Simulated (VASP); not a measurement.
WS2 (Tungstenite), 6 atoms in the cell. It takes space group P6_3/mmc (No. 194, hexagonal). The conventional cell has a = 3.180 Å, b = 3.180 Å, c = 12.500 Å, α = 90.00°, β = 90.00°, γ = 120.00°. Around W (site symmetry -6m2) lie 6 S at 2.41 Å. S (site symmetry 3m) is surrounded by 3 W at 2.41 Å. 

| Property | Result |
| --- | --- |
| Program | VASP 6.6.1 |
| Task | single point |
| Functional | LDA |
| Potentials or basis | VASP PAW LDA potentials, release 54 (W_sv, S) |
| Cutoff | 520 eV |
| k mesh | 10 × 10 × 3 |
| Occupations | gaussian, width 0.02 eV |
| Spin | no spin polarisation |
| Further INCAR settings | ALGO = Normal; EDIFF = 1.00e-06 |

Potentials or basis: VASP PAW LDA potentials, release 54 (W_sv, S).

Run with:

```sh
$ python run.py
```

Hardware: 1 thread of Intel(R) Xeon(R) 6975P-C (Granite Rapids), on a shared host.

Task: Estimate the wall time of this run.

Result: Wall time 40 s on 1 thread of Intel(R) Xeon(R) 6975P-C (Granite Rapids) (shared host), peak memory 0.23 GiB. Counts: scf iterations 14, k points 28.
